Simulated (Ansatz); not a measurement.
# CaO under compression: one row to predict

The structure comes from a generated guess, relaxed at this level; another structure or a mixture of phases may lie lower.

Computed with DFT PBE, scalar-relativistic, plane waves, PAW in Ansatz. Plane waves to 420 eV, an 8×8×8 mesh through Γ for the 8-atom cell and 0.02 eV Gaussian smearing; no spin polarisation.

```cif
data_structure
_symmetry_space_group_name_H-M 'I4/mcm'
_symmetry_Int_Tables_number 140
_cell_length_a 7.9383
_cell_length_b 7.9383
_cell_length_c 4.7707
_cell_angle_alpha 90.000
_cell_angle_beta 90.000
_cell_angle_gamma 90.000
_cell_volume 300.64
loop_
_atom_site_label
_atom_site_type_symbol
_atom_site_symmetry_multiplicity
_atom_site_Wyckoff_symbol
_atom_site_fract_x
_atom_site_fract_y
_atom_site_fract_z
_atom_site_occupancy
Ca1 Ca 8 h 0.85227 0.35227 0.50000 1
O1 O 8 h 0.14662 0.35338 0.50000 1
```

The cell was set to several volumes, with shape and atoms relaxed at each where symmetry leaves them free. Pressure is positive in compression, and energies count from the lowest row.

| row | V (Å³/atom) | P (GPa) | ΔE (meV/atom) | gap on mesh (eV) |
| --- | --- | --- | --- | --- |
| 1 | 16.535 | 12.51 | 78.6 | 2.40 |
| 2 | 17.099 | 8.59 | 41.7 | 2.40 |
| 3 | 17.663 | ? | ? | ? |
| 4 | 18.226 | 2.43 | 4.2 | 2.38 |
| 5 | 18.790 | 0.01 | 0.0 | 2.37 |
| 6 | 19.354 | -2.03 | 3.7 | 2.36 |
| 7 | 19.917 | -3.75 | 13.9 | 2.34 |
| 8 | 20.669 | -5.62 | 36.0 | 2.31 |

Question: Find B = −V·ΔP/ΔV from rows 4 and 6 and from rows 1 and 2, and from the two its slope B′ and its value B0 at zero pressure.

Answer: Rows 4 and 6 give −(18.226 + 19.354)/2 × (-2.03 − (2.43))/(19.354 − 18.226) = 74.3 GPa at a mean pressure of 0.20 GPa. Rows 1 and 2 give −(16.535 + 17.099)/2 × (8.59 − (12.51))/(17.099 − 16.535) = 116.9 GPa at a mean pressure of 10.55 GPa. So B′ = (116.9 − 74.3)/(10.55 − (0.20)) = 4.12 and B0 = 74.3 − 4.12 × (0.20) = 73.5 GPa. A third-order Birch–Murnaghan fit to all the energies gives B0 = 73.4 GPa and B′ = 4.5.

Question: Estimate the pressure and energy of row 3.

Answer: From row 5, V0 = 18.790 × (1 + (0.01)/73.5) = 18.793 Å³/atom. Murnaghan's form P = (B0/B′)·[(V0/V)^B′ − 1] gives (73.5/4.12) × [(18.793/17.663)^4.12 − 1] = 5.19 GPa; the computed pressure is 5.25 GPa, so the estimate is off by -0.06 GPa. The work of compression from row 4, with the mean of the two pressures, gives ΔE = 4.2 + (5.19 + 2.43)/2 × (18.226 − 17.663)/160.2 × 1000 = 17.6 meV/atom (1 eV/Å³ = 160.2 GPa); the computed value is 17.5 meV/atom.

Question: Fit the gap against pressure through the other rows and estimate it at the computed pressure of row 3.

Answer: Over the 7 rows the mean pressure is 1.7343 GPa and the mean gap is 2.366 eV. The sums of products of deviations are S_xx = 264.9 and S_xy = 1.179, so the slope is 1.179/264.9 = 0.004451 (r = 0.91, rms misfit 0.01 eV). At 5.25 GPa the line gives 2.366 + (0.004451) × (5.25 − 1.7343) = 2.38 eV. The computed value is 2.39 eV, so the line is off by -0.01 eV, no more than the largest miss among the fitted rows (0.02 eV). The rows follow a line poorly: the gap bends, or the lowest transition changes along the series.

Kohn–Sham gaps at this level usually fall short of measured ones. All volumes keep the k mesh of the relaxed cell. A later test with randomly moved atoms came back to the same energy, though modes that don't fit the test's cell weren't probed.
